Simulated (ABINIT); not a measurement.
# HgTe (I-4m2) in ABINIT: further runs

One crystal, HgTe, is run at these levels: SCAN, PBEsol; tasks: band structure.

Everything below comes from runs of ABINIT 10.8.3 (patched build). Logs are shortened: lines on timing, memory, paths and dates and some standing lists are left out, and cuts for length are marked. The log counts tension as positive stress, the text compression.

## 1. Starting point

The structure is tetragonal, space group I-4m2 (No. 119). Conventional cell: a = 6.091 Å, b = 6.091 Å, c = 3.119 Å, α = 90.00°, β = 90.00°, γ = 90.00°. Hg (site symmetry -4m2) has 2 Hg at 3.12 Å and 4 Te at 3.14 Å as nearest neighbours. Te (site symmetry -4m2) has 2 Te at 3.12 Å and 4 Hg at 3.14 Å as nearest neighbours.

Measurements of this composition are mostly on another form, of space group No. 216.

## 2. Band structure, SCAN

The input, run.abi:

```
ndtset 2

pp_dirpath "./"
pseudos "Hg.GGA_PBE-JTH.xml, Te.GGA_PBE-JTH.xml"

acell 3*1.0
rprim
    -5.7553555543     5.7553555543     2.9468578160
     5.7553555543    -5.7553555543     2.9468578160
     5.7553555543     5.7553555543    -2.9468578160
ntypat 2
znucl 80 52
natom 2
typat 1 2
xcart
     0.0000000000     5.7553555543     1.4734289080
     0.0000000000     0.0000000000     0.0000000000

ecut 23.0
pawecutdg 45.0

ixc -263267
usekden 1
pawxcdev 0

occopt 3
tsmear 0.05 eV

nstep 100

iomode 3
prtwf 0
prteig 0
prtebands 0
enunit 1
prtden1 1
prtkden1 1
prtvha1 1
prtvclmb1 1
prtpot1 1

kptopt1 1
ngkpt1 10 10 10
nshiftk1 1
shiftk1 0.0 0.0 0.0
nband1 13
tolvrs1 1.0e-7

iscf2 -2
getden2 1
getkden2 1
nband2 19
nbdbuf2 4
tolwfr2 1.0e-11
kptopt2 -8
ndivsm2 5
prteig2 1
prtvol2 -3
kptbounds2
     0.0000000000     0.0000000000     0.0000000000
     0.0000000000     0.0000000000     0.5000000000
    -0.5000000000     0.5000000000     0.5000000000
     0.0000000000     0.0000000000     0.0000000000
     0.3155411497     0.3155411497    -0.3155411497
     0.2500000000     0.2500000000     0.2500000000
     0.0000000000     0.5000000000     0.0000000000
    -0.3155411497     0.6844588503     0.3155411497
    -0.5000000000     0.5000000000     0.5000000000
```

Potentials or basis: JTH PAW PBE v2.0.

Launch:

```sh
$ abinit run.abi > log 2>&1
```

run.abo:

```text
.Version 10.8.3 of ABINIT
 DATASET    1 : space group I-4 m 2 (#119); Bravais tI (body-center tetrag.)
================================================================================
 Values of the parameters that define the memory need for DATASET  1.
     intxc =       0    ionmov =       0      iscf =      17    lmnmax =      18
     lnmax =       6     mgfft =      40  mpssoang =       3    mqgrid =    3001
     natom =       2  nloc_mem =       2    nspden =       1   nspinor =       1
    nsppol =       1      nsym =       8    n1xccc =       1    ntypat =       2
    occopt =       3   xclevel =       2
       mpw =        2082          nfft =       64000          nkpt =         102
 PAW method is used; the additional fine FFT grid is defined by:
   mgfftf=        54    nfftf =    157464
================================================================================
================================================================================

 DATASET    2 : space group I-4 m 2 (#119); Bravais tI (body-center tetrag.)
================================================================================
 Values of the parameters that define the memory need for DATASET  2.
     intxc =       0    ionmov =       0      iscf =      -2    lmnmax =      18
     lnmax =       6     mgfft =      40  mpssoang =       3    mqgrid =    3001
     natom =       2  nloc_mem =       2    nspden =       1   nspinor =       1
    nsppol =       1      nsym =       8    n1xccc =       1    ntypat =       2
    occopt =       3   xclevel =       2
       mpw =        2086          nfft =       64000          nkpt =          63
 PAW method is used; the additional fine FFT grid is defined by:
   mgfftf=        54    nfftf =    157464
================================================================================
================================================================================

--------------------------------------------------------------------------------
------------- Echo of variables that govern the present computation ------------
--------------------------------------------------------------------------------
 -outvars: echo values of preprocessed input variables --------
            acell      1.0000000000E+00  1.0000000000E+00  1.0000000000E+00 Bohr
              amu      2.00590000E+02  1.27600000E+02
             ecut      2.30000000E+01 Hartree
           enunit           1
           getden1          0
           getden2          1
          getkden1          0
          getkden2          1
             iscf1         17
             iscf2         -2
              ixc     -263267
           jdtset        1    2
           kptopt1          1
           kptopt2         -8
         kptrlatt       10    0    0      0   10    0      0    0   10
          kptrlen1     5.89371563E+01
          kptrlen2     3.00000000E+01
            natom           2
            nband1         13
            nband2         19
           nbdbuf1          0
           nbdbuf2          4
           ndtset           2
           ndivsm1          0
           ndivsm2          5
            ngfft          40      40      40
          ngfftdg          54      54      54
             nkpt1        102
             nkpt2         63
            nstep         100
             nsym           8
           ntypat           2
           occopt           3
        pawecutdg      4.50000000E+01 Hartree
         pawxcdev           0
        prtebands           0
           prteig1          0
           prteig2          1
          prtkden           1
           prtpot1          1
           prtpot2          0
         prtvclmb1          1
         prtvclmb2          0
           prtvha1          1
           prtvha2          0
           prtvol1          0
           prtvol2         -3
            prtwf           0
            rprim     -5.7553555543E+00  5.7553555543E+00  2.9468578160E+00
                       5.7553555543E+00 -5.7553555543E+00  2.9468578160E+00
                       5.7553555543E+00  5.7553555543E+00 -2.9468578160E+00
           shiftk1     0.00000000E+00  0.00000000E+00  0.00000000E+00
           shiftk2     5.00000000E-01  5.00000000E-01  5.00000000E-01
          spgroup         119
           tolvrs1     1.00000000E-07
           tolvrs2     0.00000000E+00
           tolwfr1     0.00000000E+00
           tolwfr2     1.00000000E-11
           tsmear      1.83746611E-03 Hartree
[... 261 lines left out ...]
 -5.6899E-01 -3.7795E-01 -3.5128E-01 -3.4969E-01 -3.3306E-01 -3.3306E-01
 -2.2995E-01 -1.8915E-01 -1.8915E-01  4.0933E-02  8.8610E-02  1.7021E-01
  1.7021E-01  2.6148E-01  3.0249E-01  3.3574E-01  3.9035E-01  3.9291E-01
  3.9291E-01
 Non-SCF case, kpt    2 (  0.00000  0.00000  0.07143), residuals and eigenvalues=
  6.19E-12  5.42E-12  5.28E-12  4.70E-12  9.47E-12  9.90E-12  8.55E-12  6.33E-12
  7.61E-12  6.31E-12  8.99E-12  4.26E-12  6.22E-12  8.03E-12  7.59E-12  9.79E-12
[... 479 lines left out ...]
  9.24E-12  9.03E-12  7.39E-12  5.63E-12  8.63E-12  5.80E-12  9.34E-12  8.68E-12
  1.18E-11  6.81E-08  3.58E-06
 -5.4454E-01 -3.7775E-01 -3.4041E-01 -3.3321E-01 -3.3321E-01 -3.3024E-01
 -2.6725E-01 -2.5646E-01 -2.5646E-01  9.7833E-03  2.0429E-01  2.1398E-01
  2.1398E-01  3.8041E-01  4.2801E-01  4.4236E-01  4.4236E-01  4.4808E-01
  4.6905E-01
 Non-SCF case, kpt   63 ( -0.50000  0.50000  0.50000), residuals and eigenvalues=
  9.80E-12  6.96E-12  5.26E-12  6.96E-12  7.22E-12  6.56E-12  8.69E-12  5.95E-12
  7.62E-12  9.34E-12  9.65E-12  8.57E-12  6.67E-12  5.32E-12  8.62E-12  4.09E-12
  3.68E-12  1.33E-11  7.87E-10
 -5.4591E-01 -3.7936E-01 -3.4045E-01 -3.3195E-01 -3.3195E-01 -3.3029E-01
 -2.6831E-01 -2.5877E-01 -2.5877E-01  2.8924E-02  1.8608E-01  2.1377E-01
  2.1377E-01  3.7977E-01  4.3566E-01  4.4597E-01  4.4597E-01  4.6109E-01
  4.7740E-01

Result for kinetic energy density :

--------------------------------------------------------------------------------
 Total kinetic energy density [Ha/Bohr^3]
)     Maximum=    4.9173E-01  at reduced coord.    0.8333    0.3333    0.5926
)     Minimum=    2.3348E-03  at reduced coord.    0.0370    0.5370    0.0741
   Integrated=    1.2717E+01
--------------------------------------------------------------------------------

--- !ResultsGS
iteration_state: {dtset: 2, }
comment   : Summary of ground state results
lattice_vectors:
- [ -5.7553556,   5.7553556,   2.9468578, ]
- [  5.7553556,  -5.7553556,   2.9468578, ]
- [  5.7553556,   5.7553556,  -2.9468578, ]
lattice_lengths: [   8.65634,    8.65634,    8.65634, ]
lattice_angles: [ 96.655,  96.655, 140.194, ] # degrees, (23, 13, 12)
lattice_volume:   3.9044826E+02
convergence: {deltae:  0.000E+00, res2:  0.000E+00, residm:  9.994E-12, diffor:  0.000E+00, }
etotal    :   2.06998892E+01
entropy   :   0.00000000E+00
fermie    :  -9.79217678E-02
cartesian_stress_tensor: null
pressure_GPa: null
xred      :
- [  7.5000E-01,   2.5000E-01,   5.0000E-01, Hg]
- [  0.0000E+00,   0.0000E+00,   0.0000E+00, Te]
cartesian_forces: null
force_length_stats: {min: null, max: null, mean: null, }
...

 Integrated electronic density in atomic spheres:
 ------------------------------------------------
 Atom  Sphere_radius  Integrated_density
    1        2.40020          9.93359140
    2        2.31107          3.03990661

================================================================================

 ----iterations are completed or convergence reached----

 Mean square residual over all n,k,spin=   70.541E-13; max=  99.940E-13
 reduced coordinates (array xred) for    2 atoms
       0.750000000000      0.250000000000      0.500000000000
       0.000000000000      0.000000000000      0.000000000000

 cartesian coordinates (angstrom) at end:
    1      0.00000000000000     3.04560299791339     0.77970499947033
    2      0.00000000000000     0.00000000000000     0.00000000000000
 length scales=  1.000000000000  1.000000000000  1.000000000000 bohr
              =  0.529177210544  0.529177210544  0.529177210544 angstroms
 Eigenvalues (   eV  ) for nkpt=  63  k points:
 kpt#   1, nband= 19, wtk=  1.00000, kpt=  0.0000  0.0000  0.0000 (reduced coord)
 -15.48301  -10.28464   -9.55880   -9.51550   -9.06305   -9.06305   -6.25735   -5.14695
  -5.14695    1.11385    2.41119    4.63178    4.63178    7.11514    8.23108    9.13591
  10.62191   10.69175   10.69175
 kpt#   2, nband= 19, wtk=  1.00000, kpt=  0.0000  0.0000  0.0714 (reduced coord)
 -15.46060  -10.28580   -9.55672   -9.53456   -9.06363   -9.05952   -6.66375   -5.08406
  -4.73102    1.09756    2.44731    4.30169    4.43556    7.10289    8.61425    9.47937
  10.38955   10.71835   10.79109
 kpt#   3, nband= 19, wtk=  1.00000, kpt=  0.0000  0.0000  0.1429 (reduced coord)
 -15.39601  -10.28936   -9.58561   -9.55456   -9.06509   -9.05046   -7.32358   -4.90304
  -4.03809    1.05133    2.41651    3.57389    4.17024    7.06312    9.37745   10.09666
  10.28046   10.82278   11.08514
 kpt#   4, nband= 19, wtk=  1.00000, kpt=  0.0000  0.0000  0.2143 (reduced coord)
 -15.29752  -10.29561   -9.65436   -9.56602   -9.06661   -9.03895   -7.94289   -4.62550
  -3.34267    0.98080    2.01849    2.75320    4.38710    7.00444    9.30703   10.76961
  10.89174   11.39575   11.56325
 kpt#   5, nband= 19, wtk=  1.00000, kpt=  0.0000  0.0000  0.2857 (reduced coord)
[... 221 lines left out ...]
  -6.52880   -2.08525    5.72201    5.72201    6.48548   10.28822   10.28822   10.34976
  10.86191   12.31349   12.78733
 kpt#  61, nband= 19, wtk=  1.00000, kpt= -0.4473  0.5527  0.4473 (reduced coord)
 -14.70668  -10.15343   -9.25953   -9.15918   -9.15918   -8.98269   -7.18275   -6.80062
  -6.80062   -0.84389    5.81636    5.81636    6.40663   10.38491   10.84630   11.22091
  11.22091   12.13957   12.56427
 kpt#  62, nband= 19, wtk=  1.00000, kpt= -0.4736  0.5264  0.4736 (reduced coord)
 -14.81759  -10.27907   -9.26290   -9.06723   -9.06723   -8.98624   -7.27232   -6.97876
  -6.97876    0.26622    5.55912    5.82272    5.82272   10.35153   11.64662   12.03720
  12.03720   12.19293   12.76343
 kpt#  63, nband= 19, wtk=  1.00000, kpt= -0.5000  0.5000  0.5000 (reduced coord)
 -14.85491  -10.32284   -9.26412   -9.03283   -9.03283   -8.98754   -7.30117   -7.04161
  -7.04161    0.78707    5.06358    5.81703    5.81703   10.33406   11.85482   12.13559
  12.13559   12.54696   12.99068

== END DATASET(S) ==============================================================
================================================================================

 -outvars: echo values of variables after computation  --------
            acell      1.0000000000E+00  1.0000000000E+00  1.0000000000E+00 Bohr
           etotal1     2.0699889242E+01
            fcart1     7.8949749867E-29  2.0176047188E-28  6.8530076558E-29
                      -7.8949749867E-29 -2.0176047188E-28 -6.8530076558E-29
            rprim     -5.7553555543E+00  5.7553555543E+00  2.9468578160E+00
                       5.7553555543E+00 -5.7553555543E+00  2.9468578160E+00
                       5.7553555543E+00  5.7553555543E+00 -2.9468578160E+00
           strten1     1.3415872815E-04  1.3415872815E-04 -1.5105910429E-06
                       0.0000000000E+00  0.0000000000E+00  0.0000000000E+00
           xangst      2.3500188930E-16  3.0456029979E+00  7.7970499947E-01
                       0.0000000000E+00  0.0000000000E+00  0.0000000000E+00
             xred      7.5000000000E-01  2.5000000000E-01  5.0000000000E-01
                       0.0000000000E+00  0.0000000000E+00  0.0000000000E+00
 Calculation completed.
```

Run time: 10 min. Hardware: 1 thread of AMD EPYC 9R14 (Zen 4), shared host; peak memory 0.28 GiB.

Results:

| Item | Value |
| --- | --- |
| Free energy | 563.2727 eV |
| Pressure | -2.6 GPa |
| Band gap on the k mesh | none (metal or under the smearing width) |
| Valence electrons inside the program's atomic spheres | Hg 9.93; Te 3.04 |

Levels at the corners of the path, in eV from the Fermi level:
| point | band 7 | band 8 | band 9 | band 10 | band 11 | band 12 |
| --- | --- | --- | --- | --- | --- | --- |
| Γ | -3.59 | -2.48 | -2.48 | 3.78 | 5.08 | 7.30 |
| X | -6.28 | -0.88 | 1.56 | 2.22 | 3.03 | 3.72 |
| M | -4.64 | -4.38 | -4.38 | 3.45 | 7.73 | 8.48 |
| Γ | -3.59 | -2.48 | -2.48 | 3.78 | 5.08 | 7.30 |
| Z | -3.82 | -2.20 | -2.19 | -2.19 | 4.25 | 6.05 |
| P | -4.61 | -2.97 | -1.73 | 2.31 | 3.36 | 5.69 |
| N | -4.61 | -2.03 | -1.09 | -0.09 | 3.41 | 4.10 |
| Z1 | -3.82 | -2.20 | -2.19 | -2.19 | 4.25 | 6.05 |
| M | -4.64 | -4.38 | -4.38 | 3.45 | 7.73 | 8.48 |

Caveat: totals of a meta-GGA on PAW files have another zero than those of a GGA; the PAW data sets were made with another functional, which shifts forces and pressure a little; spin-orbit coupling is left out, which moves the levels of the heavy elements.

## 3. Band structure, PBEsol

run.abi: that of step 2 with these lines changed.

```diff
@@ -18,8 +18,7 @@
 
-ecut 23.0
-pawecutdg 45.0
+ecut 19.0
+pawecutdg 38.0
+pawxcdev 0
 
-ixc -263267
-usekden 1
-pawxcdev 0
+ixc -116133
 
@@ -36,3 +35,2 @@
 prtden1 1
-prtkden1 1
 prtvha1 1
@@ -46,3 +44,3 @@
 nband1 13
-tolvrs1 1.0e-7
+tolvrs1 1.0e-9
 
@@ -50,3 +48,2 @@
 getden2 1
-getkden2 1
 nband2 19
```

Potentials or basis: JTH PAW PBE v2.0.

Launch:

```sh
$ abinit run.abi > log 2>&1
```

Run time: 2.6 min. Hardware: 1 thread of Arm Neoverse V2, shared host; peak memory 0.19 GiB.

It converged, with:

* Free energy: -1376.6446 eV
* Pressure: -3.3 GPa
* Band gap on the k mesh: none (metal or under the smearing width)
* Valence electrons inside the program's atomic spheres: Hg 9.90; Te 3.02

Stress tensor (GPa, compression positive):
```
-4.75  0.00  0.00
 0.00 -4.75  0.00
 0.00  0.00 -0.38
```

Levels at the corners of the path, in eV from the Fermi level:
| point | band 5 | band 6 | band 7 | band 8 | band 9 | band 10 | band 11 | band 12 | band 13 | band 14 |
| --- | --- | --- | --- | --- | --- | --- | --- | --- | --- | --- |
| Γ | -6.15 | -6.15 | -3.46 | -2.38 | -2.38 | 3.56 | 4.64 | 7.01 | 7.01 | 9.63 |
| X | -6.12 | -6.09 | -6.03 | -0.83 | 1.54 | 1.94 | 2.92 | 3.49 | 9.27 | 10.73 |
| M | -6.12 | -6.09 | -4.39 | -4.29 | -4.29 | 3.23 | 7.54 | 8.04 | 8.04 | 12.66 |
| Γ | -6.15 | -6.15 | -3.46 | -2.38 | -2.38 | 3.56 | 4.64 | 7.01 | 7.01 | 9.63 |
| Z | -6.35 | -5.98 | -3.69 | -2.14 | -2.14 | -2.08 | 4.04 | 5.75 | 5.75 | 9.65 |
| P | -6.40 | -6.22 | -4.48 | -2.78 | -1.76 | 2.25 | 3.15 | 5.49 | 6.05 | 7.86 |
| N | -6.37 | -6.14 | -4.48 | -1.89 | -1.04 | -0.15 | 3.24 | 3.83 | 5.97 | 8.35 |
| Z1 | -6.35 | -5.98 | -3.69 | -2.14 | -2.14 | -2.08 | 4.04 | 5.75 | 5.75 | 9.65 |
| M | -6.12 | -6.09 | -4.39 | -4.29 | -4.29 | 3.23 | 7.54 | 8.04 | 8.04 | 12.66 |

Caveat: the PAW data sets were made with another functional, which shifts forces and pressure a little; spin-orbit coupling is left out, which moves the levels of the heavy elements.
